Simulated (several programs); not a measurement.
## Many methods on one cell: PtS2 (CdI2 type)

PtS2 built on the CdI2 prototype, relaxed with r2SCAN+rVV10 in Ansatz, was computed with several methods. Space group P-3m1 (No. 164), trigonal; conventional cell a = 3.553 Å, c = 5.123 Å, 18.66 Å³ an atom. Pt has 6 S at 2.39 Å; S has 3 Pt at 2.39 Å. No spin polarisation and no zero-point or thermal motion.

```
Pt S
1.0
     3.55264    0.00000    0.00000
    -1.77632    3.07668    0.00000
     0.00000    0.00000    5.12271
Pt S
1 2
Direct
  0.00000 0.00000 0.00000
  0.33333 0.66667 0.23926
  0.66667 0.33333 0.76074
```

Gaps and times are for a single point on this cell; volume and bulk modulus come from each method's own relaxation or energy curve at fixed shape, which is too stiff where a cell has free coordinates or axes. Times are rough, from shared hosts (Arm Neoverse V2; Intel Xeon 6975P-C), and each method has its own mesh and cell size. A double dagger marks a value from a curve with shape and coordinates held. PM6 (MOPAC), PM7 (MOPAC), GFN1-xTB (tblite), GFN2-xTB (tblite) treat a cluster of cells at its zone centre, which samples few k points: where these miss a band edge, the gap comes out too large for that reason alone. Gaps from k meshes are read at a limited set of points (mesh, symmetry points, PBE's band edges), so each method's own least gap may be somewhat smaller. xTB and the PM methods were fitted mostly to molecules, and can miss a solid's gap by electronvolts. Minimal bases can be far off for gaps. Times of the plane-wave rungs are withheld (a dash), since they come from other jobs, hosts and meshes; the meshes of hybrids and Hartree-Fock don't converge their gaps to the digits shown. Curves at held shape can't give the bulk modulus of a layered or molecular crystal, so none is listed. GLLB-SC's gap includes the derivative discontinuity. d marks a direct gap, i an indirect one (no mark: not told apart), a dash a value that wasn't computed or didn't pass its checks.

```csv
method,kind,gap (eV),own volume (Å³/atom),bulk modulus (GPa),atoms computed,processor time
PBE-D3(BJ),semilocal,–,17.26,–,3,–
r2SCAN+rVV10,semilocal,–,18.66,–,3,–
"light PBE (260 eV, its own mesh)",light plane-wave,0.59 i,–,–,3,0.74 s
GFN1-xTB (tblite),tight binding,1.01,19.20‡,–,cluster,3.1 s
PBE,semilocal,0.62 i,–,–,3,–
GFN2-xTB (tblite),tight binding,0.71,19.88‡,–,cluster,5.7 s
PBE/SZV (CP2K),small basis,0.64 i,–,–,3,6 s
r2SCAN,semilocal,0.79 i,–,–,3,–
PBE/DZVP (CP2K),small basis,0.61 i,19.16‡,–,3,14 s
GLLB-SC (GPAW),model potential,0.90,–,–,3,17 s
PBE/single zeta (GPAW),small basis,0.59 i,–,–,3,23 s
PBE+SOC,semilocal,0.67 i,–,–,3,–
PM7 (MOPAC),semi-empirical,5.55,–,–,cluster,48 s
PM6 (MOPAC),semi-empirical,4.55,–,–,cluster,48 s
PBE0,hybrid,1.84 i,–,–,3,–
HSE06,hybrid,1.21 i,–,–,3,–
```

Against HSE06 (1.21 eV) the nearest gap at the points sampled is that of GFN1-xTB (tblite) (-0.20 eV) and the farthest that of PM7 (MOPAC) (+4.34 eV). HSE06 is only a yardstick of convenience, and nearness to it can be luck.

Only the rows marked +SOC include spin-orbit coupling.
